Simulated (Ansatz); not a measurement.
GeO$_{2}$:
```cif
data_Ge2O4
_chemical_formula_sum 'Ge2 O4'
_space_group_name_H-M_alt 'P 1'
_space_group_IT_number 1
_cell_length_a 4.37929
_cell_length_b 4.37929
_cell_length_c 2.86451
_cell_angle_alpha 90.000
_cell_angle_beta 90.000
_cell_angle_gamma 90.000
loop_
_space_group_symop_operation_xyz
  'x, y, z'
loop_
_atom_site_label
_atom_site_type_symbol
_atom_site_fract_x
_atom_site_fract_y
_atom_site_fract_z
_atom_site_occupancy
Ge1 Ge 0.00000 0.00000 0.00000 1
Ge2 Ge 0.50000 0.50000 0.50000 1
O1 O 0.30582 0.30582 0.00000 1
O2 O 0.19418 0.80582 0.50000 1
O3 O 0.69418 0.69418 0.00000 1
O4 O 0.80582 0.19418 0.50000 1
```

Relaxed with LDA.

Q: Give the optical modes at the zone centre with their infrared and Raman activity from DFPT, plane-wave PAW LDA (Ansatz code).

A: Transverse frequencies, without the LO–TO term; a row sums one degenerate level.

```tsv
ω (cm⁻¹)	degeneracy	IR ((D/Å)²/amu)	Raman (Å⁴/amu)	activity	symmetry
151	1	0.00	0.30	Raman	B1g
208	1	0.00	0	silent	B1u
300	2	38.52	0	IR	Eu
362	2	1.83	0	IR	Eu
449	1	0.00	0	silent	A2g
501	1	40.48	0	IR	A2u
521	2	0.00	0.40	Raman	Eg
643	1	0.00	0	silent	B1u
644	2	35.75	0	IR	Eu
689	1	0.00	44	Raman	A1g
842	1	0.00	5.1	Raman	B2g
```

Q: How high does the top mode go among those that the LO–TO term moves?

A: 812 cm⁻¹ for q along x, 812 cm⁻¹ for q along y, 773 cm⁻¹ for q along z.

Space group P4_2/mnm (rutile). Symmetry was held in the LDA relaxation; phonons on a q-mesh show no instability.

Potentials: the later of the program's two PAW sets.
